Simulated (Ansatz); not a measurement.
Crystal: Ag.

```xyz
1
Lattice="0.0000 2.0427 2.0427 2.0427 0.0000 2.0427 2.0427 2.0427 0.0000" Properties=species:S:1:pos:R:3 pbc="T T T"
Ag    0.0000    0.0000    0.0000
```

* Program: Ansatz 0.2.0
* Task: single point
* Functional: PBEsol
* Potentials or basis: Ansatz PAW
* Cutoff: 420 eV (not typed: the program's choice for these potentials)
* k mesh: 11 × 11 × 11
* Occupations: fermi-dirac, width 0.05 eV
* Spin: no spin polarisation

On this cell: pressure -2.9 GPa; band gap on the k mesh none (metal or under the smearing width).

The same run follows on a disturbed copy (cell strained at random at fixed volume):

```
CELL_PARAMETERS angstrom
-0.00622 2.03863 2.06720
2.01497 0.04695 2.01403
2.08560 2.05608 -0.02368
ATOMIC_POSITIONS crystal
Ag 0.00221 0.02855 0.98957
```

**Question.** What changes?

**Answer.** The energy (extrapolated to zero smearing) moves by +6.1 meV/atom; pressure -2.5 GPa; band gap on the k mesh none (metal or under the smearing width).

Stress tensor (GPa, compression positive):
```
-2.30 -1.71  1.39
-1.71 -2.55 -0.80
 1.39 -0.80 -2.60
```

Caveats: the PAW data sets come from PBE, with cores solved anew for the run's functional, which leaves a small shift of forces and pressure.
